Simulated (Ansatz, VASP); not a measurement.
## One calculation of C, two programs

```
CELL_PARAMETERS angstrom
2.46572 0.00000 0.00000
-1.23286 2.13538 0.00000
0.00000 0.00000 17.50000
ATOMIC_POSITIONS crystal
C 0.33333 0.66667 0.25714
C 0.66667 0.33333 0.25714
C 0.33333 0.83333 0.45921
C 0.66667 0.50000 0.45921
```

Alike in both runs: functional PBE; dispersion D3(BJ); k mesh 15 × 15 × 1; occupations gaussian, width 0.1 eV; no spin polarisation.

Ansatz relaxed the structure, and its values are those at the end. VASP's run is a single point on that final structure, the one shown.

|  | VASP | Ansatz |
| --- | --- | --- |
| version | VASP 6.6.1 | Ansatz 0.2.0 |
| potentials or method | VASP PAW PBE potentials, release 64 (C) | scalar-relativistic, plane waves, PAW |
| plane-wave cutoff (eV) | 520 | 420 |
| valence electrons in the cell | 16 | 16 |

```csv
,VASP,Ansatz,Ansatz less VASP
gap on the k mesh at the Fermi level (eV),0.43,0.43,0.000
least direct gap on the mesh (eV),0.43,0.43,0.000
rms of the force components (eV/Å),0.003,0.003,0.0000
```

Ansatz warned: «structure_snapped_to_symmetry».
